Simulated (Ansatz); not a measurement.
**MoP: course of a relaxation**

Method: DFT PBE, scalar-relativistic, plane waves, PAW (Ansatz 0.2.0). Run with 420 eV cutoff, 18×18×14 k-mesh, Gaussian smearing of 0.10 eV, no spin polarisation.

What was changed: relaxed at 4 GPa.

A cell with an odd number of electrons and no spin polarisation is a metal by construction and may be lower with spin.

Command:

```bash
ansatz run input.yaml --threads 1 --pin off --max-ram 2560MiB --backend cpu --events-out ev --progress --plain --runs-dir out
```

Input:

```yaml
crystal:
  lattice:
    - [3.2204545722, 0.0, 0.0]
    - [-1.6102272861, 2.7889954712, 0.0]
    - [0.0, 0.0, 3.1781174161]
  atoms:
    - { symbol: Mo, position: [0.0, 0.0, 0.0] }
    - { symbol: P, position: [0.3333333333, 0.6666666667, 0.5] }
basis:
  ecutwfc: 420
kpoints:
  mp_grid: { grid: [18, 18, 14] }
hamiltonian:
  xc: pbe
scf:
  occupations: { method: gaussian, width: 0.1 }
output:
  forces: true
  stress: true
  eigenvalues: true
relax:
  adjacent_minimum: "off"
  f_tol: 0.008
  max_steps: 50
  cell: { stress_tol: 0.08, p_target: 4.0 }
```

F is the free energy. Steps run on the plane waves of an earlier cell, but the last one, and at times one on the way, on a freshly chosen basis, so a repeated geometry can differ a little in energy. The relaxation lowers the enthalpy F + PV at the target pressure, so F itself can rise.

Steps:

| step | F − F(1) (eV) | largest force component (eV/Å) | V (Å³/atom) | P (GPa) |
| --- | --- | --- | --- | --- |
| 1 | 0.0000 | 0.000 | 14.273 | 4.16 |
| 2 | 0.0006 | 0.000 | 14.262 | 4.07 |
| 3 | -0.0004 | 0.000 | 14.277 | 3.96 |
| 4 | -0.0004 | 0.000 | 14.277 | 3.96 |

Relaxed structure:

```cif
data_structure
_symmetry_space_group_name_H-M 'P 1'
_symmetry_Int_Tables_number 1
_cell_length_a 3.2177
_cell_length_b 3.2177
_cell_length_c 3.1845
_cell_angle_alpha 90.000
_cell_angle_beta 90.000
_cell_angle_gamma 120.000
_cell_volume 28.55
loop_
_atom_site_label
_atom_site_type_symbol
_atom_site_fract_x
_atom_site_fract_y
_atom_site_fract_z
_atom_site_occupancy
Mo1 Mo 0.00000 0.00000 0.00000 1
P1 P 0.33333 0.66667 0.50000 1
```

The structure is hexagonal, space group P-6m2 (No. 187). Conventional cell: a = 3.218 Å, b = 3.218 Å, c = 3.185 Å, α = 90.00°, β = 90.00°, γ = 120.00°. Mo (site symmetry -6m2) has 6 P at 2.45 Å as nearest neighbours. P (site symmetry -6m2) has 6 Mo at 2.45 Å as nearest neighbours.

The run converged. It took 43 s on 1 thread of Arm Neoverse V2 (shared host), peak memory 0.43 GiB.